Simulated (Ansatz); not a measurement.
Space group R-3:H (No. 148). a = 10.419 Å, b = 10.419 Å, c = 4.377 Å, α = 90.00°, β = 90.00°, γ = 120.00°
```csv
atom,site,symmetry,x,y,z
S,18f,1,0.8204,0.5306,0.4361
```

Equation of state of this S structure (not necessarily the ground state), with shape and atoms relaxed at each volume where symmetry leaves them free. Computed with DFT PBEsol, scalar-relativistic, plane waves, PAW in Ansatz 0.2.0.

Cutoff 420 eV; k points 6×6×6 on the computed 6-atom cell (Γ-centred); Gaussian smearing, width 0.02 eV; no spin polarisation.

```csv
V (Å³/atom),E − E(largest V) (meV/atom),P (GPa),gap on mesh (eV)
21.487,0.96,0.57,1.87
22.172,-0.76,0.25,1.95
22.858,-1.28,0.00,2.01
23.544,-0.91,-0.16,2.07
24.229,0.00,-0.28,2.14
```

Q: Fit a third-order Birch–Murnaghan equation to E(V).

A: V0 = 22.87 Å³/atom, B0 = 7 GPa, B0' = 11.9. B0' is unusual or poorly fixed by this range.

The cell holds molecules, and where no dispersion correction was added their binding is poorly described.

This form isn't the element's structure at ambient conditions.

Cost: 5 runs of about 3.2 core-minutes in all, on Arm Neoverse V2 (shared hosts).